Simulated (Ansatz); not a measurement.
**NbAs under changes of volume**

One of the cells (17.395 Å³/atom); the others are scaled copies at fixed shape and fractional positions:

```xyz
4
Lattice="-1.7259 1.7259 5.8400 1.7259 -1.7259 5.8400 1.7259 1.7259 -5.8400" Properties=species:S:1:pos:R:3 pbc="T T T"
Nb    0.0000    1.7259    0.0000
Nb    0.0000    0.0000    8.7600
As    0.0000    1.7259    4.8589
As    0.0000    0.0000    1.9389
```

| Property | Result |
| --- | --- |
| Program | Ansatz 0.2.0 |
| Functional | PBEsol |
| Potentials or basis | all-electron LAPW, scalar-relativistic |
| Cutoff | 267 eV (chosen from the basis error) |
| Basis error allowed | 0.001 eV/atom |
| k mesh | 11 × 11 × 11 |
| Occupations | fermi-dirac, width 0.05 eV |
| Spin | no spin polarisation |

```csv
volume (Å³/atom),energy over the lowest point (meV/atom),pressure (GPa),largest force (eV/Å)
16.351,22.83,9.6,0.371
16.699,6.86,5.2,0.341
17.047,0.00,1.2,0.314
17.395,?,?,?
17.743,9.96,-5.5,0.263
18.091,25.16,-8.4,0.241
18.438,46.24,-11.0,0.219
```

**Question.** What does the run at 17.395 Å³/atom give?

**Answer.** Energy over the lowest point 1.32 meV/atom; pressure -2.3 GPa; largest force 0.288 eV/Å.

Worked out: A Birch-Murnaghan fit of order 3 (a polynomial in V^(-2/3)) to the other rows has its minimum at 17.16 Å³/atom with B0 = V·E''(V) = 179 GPa and B' = 4.3 at fixed shape and positions, which overstates the stiffness. It gives 1.31 meV/atom at 17.395 Å³/atom, against the run's 1.32, and -dE/dV = -2.4 GPa, against -2.3.

Energies are extrapolated to zero smearing.

The runs don't all hold the same shells in valence.
